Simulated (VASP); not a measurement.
# I (Cmce) in VASP: settings compared

One crystal, I, is run at these levels: HSE06, HSE03, PBE0, r2SCAN-EpsX; tasks: band structure.

All numbers are computed with VASP 6.6.1; they aren't measurements. Logs are shortened: lines on timing, memory, paths and dates and some standing lists are left out, and cuts for length are marked.

## 1. Starting point

It takes space group Cmce (No. 64, orthorhombic). The conventional cell has a = 7.270 Å, b = 4.790 Å, c = 9.793 Å, α = 90.00°, β = 90.00°, γ = 90.00°. I (site symmetry m) is surrounded by 1 I at 2.68 Å.

## 2. Band structure, HSE06

The input, POSCAR:

```
I
1.0
    3.6350350000     -2.3950200000      0.0000000000
    3.6350350000      2.3950200000      0.0000000000
    0.0000000000      0.0000000000      9.7934400000
I
4
Direct
    0.6493000000      0.3507000000      0.3844000000
    0.1493000000      0.8507000000      0.1156000000
    0.3507000000      0.6493000000      0.6156000000
    0.8507000000      0.1493000000      0.8844000000
```

The input, INCAR.step1:

```
SYSTEM = I
  ALGO = Normal
  EDIFF = 1E-5
  ENCUT = 520
  GGA = PE
  ISIF = 2
  ISMEAR = 0
  KPAR = 4
  LASPH = .True.
  LCHARG = .False.
  LREAL = .False.
  LWAVE = .True.
  NBANDS = 22
  NELM = 80
  PREC = Accurate
  SIGMA = 0.02
```

The input, INCAR.step2:

```
SYSTEM = I
  ALGO = Normal
  EDIFF = 1E-6
  ENCUT = 520
  GGA = PE
  HFSCREEN = 0.2
  ISIF = 2
  ISMEAR = 0
  ISTART = 1
  KPAR = 4
  LASPH = .True.
  LCHARG = .False.
  LHFCALC = .True.
  LREAL = .False.
  LWAVE = .False.
  NBANDS = 22
  NELM = 80
  PREC = Accurate
  PRECFOCK = Fast
  SIGMA = 0.02
```

The input, KPOINTS:

```
k-points
0
Gamma
  6 6 2
  0 0 0
```

The input, KPOINTS_OPT:

```
path GXSRAZGYX1A1TY,ZT
10
line-mode
reciprocal
 0.0000000000  0.0000000000  0.0000000000  G
 0.3585278261 -0.3585278261  0.0000000000  X

 0.3585278261 -0.3585278261  0.0000000000  X
 0.0000000000 -0.5000000000  0.0000000000  S

 0.0000000000 -0.5000000000  0.0000000000  S
 0.0000000000 -0.5000000000 -0.5000000000  R

 0.0000000000 -0.5000000000 -0.5000000000  R
 0.3585278261 -0.3585278261 -0.5000000000  A

 0.3585278261 -0.3585278261 -0.5000000000  A
 0.0000000000  0.0000000000 -0.5000000000  Z

 0.0000000000  0.0000000000 -0.5000000000  Z
 0.0000000000  0.0000000000  0.0000000000  G

 0.0000000000  0.0000000000  0.0000000000  G
-0.5000000000 -0.5000000000  0.0000000000  Y

-0.5000000000 -0.5000000000  0.0000000000  Y
-0.3585278261 -0.6414721739  0.0000000000  X1

-0.3585278261 -0.6414721739  0.0000000000  X1
-0.3585278261 -0.6414721739 -0.5000000000  A1

-0.3585278261 -0.6414721739 -0.5000000000  A1
-0.5000000000 -0.5000000000 -0.5000000000  T

-0.5000000000 -0.5000000000 -0.5000000000  T
-0.5000000000 -0.5000000000  0.0000000000  Y

 0.0000000000  0.0000000000 -0.5000000000  Z
-0.5000000000 -0.5000000000 -0.5000000000  T
```

Potentials or basis: VASP PAW PBE potentials, release 64 (I).

Launch:

```sh
$ cat potpaw_PBE.64/I/POTCAR > POTCAR
$ cp INCAR.step1 INCAR
$ mpirun -np 4 vasp_std > vasp.out
$ cp INCAR.step2 INCAR
$ mpirun -np 4 vasp_std > vasp.out
```

OUTCAR:

```text
SYSTEM = I
   EDIFF = 1E-6
   ENCUT = 520
   GGA = PE
   HFSCREEN = 0.2
   ISIF = 2
   ISMEAR = 0
   ISTART = 1
   LASPH = .True.
   LHFCALC = .True.
   LREAL = .False.
   NELM = 80
   PREC = Accurate
   PRECFOCK = Fast

 ion  position               nearest neighbor table
   1  0.649  0.351  0.384-   3 2.68   2 3.56   2 3.56
   2  0.149  0.851  0.116-   4 2.68   1 3.56   1 3.56
   3  0.351  0.649  0.616-   1 2.68   4 3.56   4 3.56
   4  0.851  0.149  0.884-   2 2.68   3 3.56   3 3.56

  LATTYP: Found a base centered orthorhombic cell.
 ALAT       =     4.7900400000
 B/A-ratio  =     1.5177472422
 C/A-ratio  =     2.0445424255

  Lattice vectors:

 A1 = (  -3.6350350000,  -2.3950200000,   0.0000000000)
 A2 = (   3.6350350000,  -2.3950200000,   0.0000000000)
 A3 = (   0.0000000000,   0.0000000000,   9.7934400000)

Analysis of symmetry for initial positions (statically):
=====================================================================
 Subroutine PRICEL returns:
 Original cell was already a primitive cell.

 Routine SETGRP: Setting up the symmetry group for a
 base centered orthorhombic supercell.

 Subroutine GETGRP returns: Found  8 space group operations
 (whereof  4 operations were pure point group operations)
 out of a pool of  8 trial point group operations.

The static configuration has the point symmetry C_2h.
 The point group associated with its full space group is D_2h.

Analysis of symmetry for dynamics (positions and initial velocities):
=====================================================================
 Subroutine PRICEL returns:
 Original cell was already a primitive cell.

 Routine SETGRP: Setting up the symmetry group for a
 base centered orthorhombic supercell.

 Subroutine GETGRP returns: Found  8 space group operations
 (whereof  4 operations were pure point group operations)
 out of a pool of  8 trial point group operations.

The dynamic configuration has the point symmetry C_2h.
 The point group associated with its full space group is D_2h.

 Subroutine INISYM returns: Found  8 space group operations
 (whereof  4 operations are pure point group operations),
 and found     1 'primitive' translations

----------------------------------------------------------------------------------------

                                     Primitive cell

  volume of cell :     170.5230

  direct lattice vectors                    reciprocal lattice vectors
     3.635035000 -2.395020000  0.000000000     0.137550257 -0.208766524  0.000000000
     3.635035000  2.395020000  0.000000000     0.137550257  0.208766524  0.000000000
     0.000000000  0.000000000  9.793440000     0.000000000  0.000000000  0.102109167

  length of vectors
     4.353113857  4.353113857  9.793440000     0.250007070  0.250007070  0.102109167

  position of ions in fractional coordinates (direct lattice)
     0.649300000  0.350700000  0.384400000
     0.149300000  0.850700000  0.115600000
     0.350700000  0.649300000  0.615600000
     0.850700000  0.149300000  0.884400000

  ion indices of the primitive-cell ions
   primitive index   ion index
                 1           1
                 2           2
                 3           3
                 4           4

----------------------------------------------------------------------------------------

 KPOINTS: k-points

Automatic generation of k-mesh.
 Grid dimensions read from file:
 generate k-points for:    6    6    2

 Generating k-lattice:

  Cartesian coordinates                     Fractional coordinates (reciprocal lattice)
     0.022925043 -0.034794421  0.000000000     0.166666667  0.000000000  0.000000000
     0.022925043  0.034794421  0.000000000     0.000000000  0.166666667  0.000000000
     0.000000000  0.000000000  0.051054583     0.000000000  0.000000000  0.500000000

  Length of vectors
     0.041667845  0.041667845  0.051054583

  Shift w.r.t. Gamma in fractional coordinates (k-lattice)
     0.000000000  0.000000000  0.000000000

 Subroutine IBZKPT returns following result:
 ===========================================

 Found     26 irreducible k-points:

 Following reciprocal coordinates:
            Coordinates               Weight
  0.000000  0.000000  0.000000      1.000000
  0.166667  0.000000  0.000000      4.000000
  0.333333 -0.000000  0.000000      4.000000
  0.500000  0.000000  0.000000      2.000000
  0.166667  0.166667  0.000000      2.000000
  0.333333  0.166667  0.000000      4.000000
[... 16 lines left out ...]
  0.333333  0.333333  0.500000      2.000000
  0.500000  0.333333  0.500000      4.000000
 [... further k-points ...]
   k-points           NKPTS =     26   k-points in BZ     NKDIM =     72   number of bands    NBANDS=     22
   number of dos      NEDOS =    301   number of ions     NIONS =      4
   total plane-waves  NPLWV =  81920
   dimension x,y,z NGX =    32 NGY =   32 NGZ =   80
   dimension x,y,z NGXF=    64 NGYF=   64 NGZF=  160
   ions per type =               4
   NGX,Y,Z   is equivalent  to a cutoff of  12.22, 12.22, 13.58 a.u.
   NGXF,Y,Z  is equivalent  to a cutoff of  24.44, 24.44, 27.16 a.u.
 SYSTEM =  I
   PREC   = accura    normal or accurate (medium, high low for compatibility)
   ISTART =      1    job   : 0-new  1-cont  2-samecut
   ICHARG =      0    charge: 1-file 2-atom 10-const
   ISPIN  =      1    spin polarized calculation?
   LNONCOLLINEAR =      F non collinear calculations
   LSORBIT =      F    spin-orbit coupling
   LASPH  =      T    aspherical Exc in radial PAW
   ENCUT  =  520.0 eV  38.22 Ry    6.18 a.u.   8.09  8.09 18.21*2*pi/ulx,y,z
   NELM   =     80;   NELMIN=  2; NELMDL=  0     # of ELM steps
   EDIFF  = 0.1E-05   stopping-criterion for ELM
   LREAL  =      F    real-space projection
   EDIFFG = 0.1E-04   stopping-criterion for IOM
   NSW    =      0    number of steps for IOM
   IBRION =     -1    ionic relax: 0-MD 1-quasi-New 2-CG
   NFREE  =      0    steps in history (QN), initial steepest desc. (CG)
   ISIF   =      2    stress and relaxation
   ISYM   =      3    0-nonsym 1-usesym 2-fastsym
   POTIM  = 0.5000    time-step for ionic-motion
   TEBEG  =    0.0;   TEEND  =   0.0 temperature during run
   PSTRESS=    0.0 pullay stress
   NELECT =      28.0000    total number of electrons
   NUPDOWN=      -1.0000    fix difference up-down
   EMIN   =  10.00;   EMAX   =-10.00  energy-range for DOS
   EFERMI =   0.00;   METHOD = LEGACY
   ISMEAR =     0;   SIGMA  =   0.02  broadening in eV -4-tet -1-fermi 0-gaus
   EFERMI_NEDOS =   21; number of points for ismear=-14 and -15
   IALGO  =     38    algorithm
   IMIX   =      1    mixing-type and parameters
     AMIX     =   0.40;   BMIX     =  1.00
     AMIX_MAG =   1.60;   BMIX_MAG =  1.00
  volume/ion in A,a.u.               =      42.63       287.69
  Fermi-wavevector in a.u.,A,eV,Ry     =   0.896465  1.694073 10.934307  0.803649
  Thomas-Fermi vector in A             =   2.018926
   LORBIT       =      0    0 simple, 1 ext, 2 COOP (PROOUT), +10 PAW based schemes
   GGA     = PE    functional components
   LHFCALC =     T    Hartree Fock is set to
   PRECFOCK=fast      Normal, Fast or Accurate (Low or Medium for compatibility)
   ENCUT4O =  -1.0   cutoff for four orbital integrals eV
   NKREDX  =     1    reduce k-point grid by
   NKREDY  =     1    reduce k-point grid by
   NKREDZ  =     1    reduce k-point grid by
   AEXX    =    0.2500 exact exchange contribution
   HFSCREEN=    0.2000 screening length (either q_TF or 0.3 A-1)
   HFSCREENC=   0.2000 screening length for correlation (either q_TF or 0.3 A-1)
   ENCUTFOCK=  -1.0 apply spherical cutoff to Coloumb kernel
   IVDW    =     0    specifies the selected vdW correction
   LEPSILON=     F    determine dielectric tensor
   LRPA    =     F    only Hartree local field effects (RPA)
 non-spin polarized calculation
 Gauss-broadening in eV      SIGMA  =   0.02
  energy-cutoff  :      520.00
  volume of cell :      170.52
 maximum number of plane-waves:      4632
  NGX = 18; NGY = 18; NGZ = 40

 number of electron      28.0000001 magnetization

 Free energy of the ion-electron system (eV)
  ---------------------------------------------------
  ext. energy  EPLUGINS =         0.00000000
  ---------------------------------------------------
  free energy    TOTEN  =        -8.12283039 eV

  energy without entropy =       -8.12283039  energy(sigma->0) =       -8.12283039

 E-fermi :   1.9773     XC(G=0):  -6.7097

 val. band max:        1.8832137951   @ k =   0.5000   0.0000   0.5000
 cond. band min:       4.0467652042   @ k =   0.5000   0.5000   0.0000
 fundamental gap:      2.1635514091
 Fermi energy:         1.9773200350

 k-point     1 :       0.0000    0.0000    0.0000
  band No.  band energies     occupation
      1     -12.8822      2.00000
      2     -12.3627      2.00000
      3     -10.6016      2.00000
      4      -9.5132      2.00000
      5      -2.8791      2.00000
      6      -1.3822      2.00000
[... 14 lines left out ...]
     21      10.2646      0.00000
     22      10.3723      0.00000

 k-point     2 :       0.1667    0.0000    0.0000
  band No.  band energies     occupation
      1     -12.7879      2.00000
      2     -12.3255      2.00000
      3     -10.5264      2.00000
      4      -9.5914      2.00000
      5      -2.8673      2.00000
      6      -1.6284      2.00000
[... 14 lines left out ...]
     21       9.8864      0.00000
     22      10.3598      0.00000

 k-point     3 :       0.3333   -0.0000    0.0000
  band No.  band energies     occupation
      1     -12.5584      2.00000
      2     -12.2747      2.00000
      3     -10.3323      2.00000
      4      -9.8047      2.00000
      5      -2.9241      2.00000
      6      -2.3438      2.00000
[... 14 lines left out ...]
     21      10.4474      0.00000
     22      11.4815      0.00000
[... 476 lines left out ...]
 k-point    23 :       0.3333    0.3333    0.5000
  band No.  band energies     occupation
      1     -12.4320      2.00000
      2     -12.4320      2.00000
      3      -9.9063      2.00000
      4      -9.9063      2.00000
      5      -2.2378      2.00000
      6      -2.2378      2.00000
[... 14 lines left out ...]
     21      10.4817      0.00000
     22      10.4817      0.00000

 k-point    24 :       0.5000    0.3333    0.5000
  band No.  band energies     occupation
      1     -12.3474      2.00000
      2     -12.3474      2.00000
      3      -9.9164      2.00000
      4      -9.9164      2.00000
      5      -2.3478      2.00000
      6      -2.3478      2.00000
[... 14 lines left out ...]
     21      10.3615      0.00000
     22      10.3615      0.00000

 [... further k-points ...]

------------------------ aborting loop because EDIFF is reached ----------------------------------------

  FORCE on cell =-STRESS in cart. coord.  units (eV):
  Direction    XX          YY          ZZ          XY          YZ          ZX
  --------------------------------------------------------------------------------------
  -------------------------------------------------------------------------------------
  Total        1.1228500      0.7227744      0.9296529      0.0000000     -0.0000000      0.0000000
  in kB       10.5499237      6.7909468      8.7347087      0.0000000     -0.0000000      0.0000000
  external PRESSURE =       8.6918597 kB  Pullay stress =       0.0000000 kB

 VOLUME and BASIS-vectors are now :
 -----------------------------------------------------------------------------
  energy-cutoff  :      520.00
  volume of cell :      170.52
      direct lattice vectors                 reciprocal lattice vectors
     3.635035000 -2.395020000  0.000000000     0.137550257 -0.208766524  0.000000000
     3.635035000  2.395020000  0.000000000     0.137550257  0.208766524  0.000000000
     0.000000000  0.000000000  9.793440000     0.000000000  0.000000000  0.102109167

 POSITION                                       TOTAL-FORCE (eV/Angst)
 -----------------------------------------------------------------------------------
      3.63503     -0.71515      3.76460         0.000000     -0.090760     -0.240644
      3.63503      1.67987      1.13212         0.000000     -0.090760      0.240644
      3.63503      0.71515      6.02884         0.000000      0.090760      0.240644
      3.63503     -1.67987      8.66132         0.000000      0.090760     -0.240644
 -----------------------------------------------------------------------------------
    total drift:                               -0.000000      0.000000      0.000000

  FREE ENERGIE OF THE ION-ELECTRON SYSTEM (eV)
  ---------------------------------------------------
  free  energy   TOTEN  =        -8.1228303881 eV

  energy  without entropy=       -8.1228303881  energy(sigma->0) =       -8.12283039
```

Run time: 53 min. Hardware: 4 MPI ranks of Intel Xeon Platinum 8488C (Sapphire Rapids), shared host; peak memory 0.59 GiB.

Results:

* Free energy: -8.1228 eV
* Pressure: 0.9 GPa
* Largest force: 0.257 eV/Å
* Band gap on the k mesh: 2.16 eV, indirect (least direct gap 2.37 eV)
* Band gap along the path: 2.16 eV, indirect (least direct gap 2.37 eV)

Forces on the atoms (eV/Å):
```
I    0.000 -0.091 -0.241
I    0.000 -0.091  0.241
I    0.000  0.091  0.241
I    0.000  0.091 -0.241
```

Levels at the corners of the path, in eV from the valence-band top:
| point | band 10 | band 11 | band 12 | band 13 | band 14 | band 15 | band 16 | band 17 | band 18 | band 19 |
| --- | --- | --- | --- | --- | --- | --- | --- | --- | --- | --- |
| Γ | -1.36 | -1.20 | -0.60 | -0.20 | -0.12 | 2.24 | 3.18 | 6.19 | 6.24 | 6.38 |
| X | -2.49 | -1.73 | -1.03 | -0.65 | -0.36 | 2.52 | 2.79 | 7.18 | 7.34 | 8.42 |
| X | -2.49 | -1.73 | -1.03 | -0.65 | -0.36 | 2.52 | 2.79 | 7.18 | 7.34 | 8.42 |
| S | -1.90 | -1.30 | -1.30 | -0.50 | -0.50 | 3.12 | 3.12 | 6.35 | 6.35 | 8.42 |
| S | -1.90 | -1.30 | -1.30 | -0.50 | -0.50 | 3.12 | 3.12 | 6.35 | 6.35 | 8.42 |
| R | -2.00 | -0.86 | -0.86 | 0.00 | 0.00 | 2.56 | 2.56 | 6.73 | 6.73 | 7.52 |
| R | -2.00 | -0.86 | -0.86 | 0.00 | 0.00 | 2.56 | 2.56 | 6.73 | 6.73 | 7.52 |
| A | -2.88 | -0.96 | -0.96 | -0.60 | -0.60 | 2.63 | 2.63 | 7.80 | 7.80 | 7.95 |
| A | -2.88 | -0.96 | -0.96 | -0.60 | -0.60 | 2.63 | 2.63 | 7.80 | 7.80 | 7.95 |
| Z | -1.44 | -1.10 | -1.10 | -0.16 | -0.16 | 2.54 | 2.54 | 6.68 | 6.68 | 7.19 |
| Z | -1.44 | -1.10 | -1.10 | -0.16 | -0.16 | 2.54 | 2.54 | 6.68 | 6.68 | 7.19 |
| Γ | -1.36 | -1.20 | -0.60 | -0.20 | -0.12 | 2.24 | 3.18 | 6.19 | 6.24 | 6.38 |
| Γ | -1.36 | -1.20 | -0.60 | -0.20 | -0.12 | 2.24 | 3.18 | 6.19 | 6.24 | 6.38 |
| Y | -2.13 | -2.05 | -1.43 | -0.78 | -0.41 | 2.16 | 2.76 | 6.05 | 6.79 | 6.96 |
| Y | -2.13 | -2.05 | -1.43 | -0.78 | -0.41 | 2.16 | 2.76 | 6.05 | 6.79 | 6.96 |
| X1 | -2.49 | -1.73 | -1.03 | -0.65 | -0.36 | 2.52 | 2.79 | 7.18 | 7.34 | 8.42 |
| X1 | -2.49 | -1.73 | -1.03 | -0.65 | -0.36 | 2.52 | 2.79 | 7.18 | 7.34 | 8.42 |
| A1 | -2.88 | -0.96 | -0.96 | -0.60 | -0.60 | 2.63 | 2.63 | 7.80 | 7.80 | 7.95 |
| A1 | -2.88 | -0.96 | -0.96 | -0.60 | -0.60 | 2.63 | 2.63 | 7.80 | 7.80 | 7.95 |
| T | -2.04 | -1.33 | -1.33 | -1.13 | -1.13 | 2.30 | 2.30 | 7.04 | 7.04 | 8.04 |
| T | -2.04 | -1.33 | -1.33 | -1.13 | -1.13 | 2.30 | 2.30 | 7.04 | 7.04 | 8.04 |
| Y | -2.13 | -2.05 | -1.43 | -0.78 | -0.41 | 2.16 | 2.76 | 6.05 | 6.79 | 6.96 |
| Z | -1.44 | -1.10 | -1.10 | -0.16 | -0.16 | 2.54 | 2.54 | 6.68 | 6.68 | 7.19 |
| T | -2.04 | -1.33 | -1.33 | -1.13 | -1.13 | 2.30 | 2.30 | 7.04 | 7.04 | 8.04 |

Caveat: the PAW data sets were made with another functional, which shifts forces and pressure a little; spin-orbit coupling is left out, which moves the levels of the heavy elements.

[end of part 1 of 2]
